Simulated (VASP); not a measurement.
Input of a VASP 6.6.1 run:

File INCAR:

```
PREC = Accurate
ENCUT = 600
EDIFF = 1E-6
ISMEAR = 1
SIGMA = 0.1
LREAL = F
LASPH = T
NELM = 80
ALGO = Normal
ISIF = 3
LWAVE = F
LCHARG = F
IBRION = 2
NSW = 90
EDIFFG = -0.01
```

File KPOINTS:

```
regular mesh
0
Gamma
  15 15 11
```

File POSCAR:

```
MoP
1.0
    3.2230000000      0.0000000000      0.0000000000
   -1.6115000000      2.7911998764      0.0000000000
    0.0000000000      0.0000000000      3.1910000000
Mo P
1 1
Direct
    0.0000000000      0.0000000000      0.0000000000
    0.3333333333      0.6666666667      0.5000000000
```

Potentials or basis: VASP PAW LDA potentials, release 64 (Mo_sv, P).

Run with:

```console
$ cat potpaw_LDA.64/Mo_sv/POTCAR potpaw_LDA.64/P/POTCAR > POTCAR
$ mpirun -np 1 vasp_std > vasp.out
```

(1) Predict the band gap on the k mesh.

(2) Estimate the relaxed cell.

(3) Estimate the space group after relaxing (to 0.05 Å).

(4) Predict the relaxed volume.

## Answers

(1) none (metal or under the smearing width).

(2) a = 3.194 Å, b = 3.194 Å, c = 3.158 Å, α = 90.00°, β = 90.00°, γ = 120.00°.

(3) P-6m2 (No. 187).

(4) 13.95 Å³/atom.
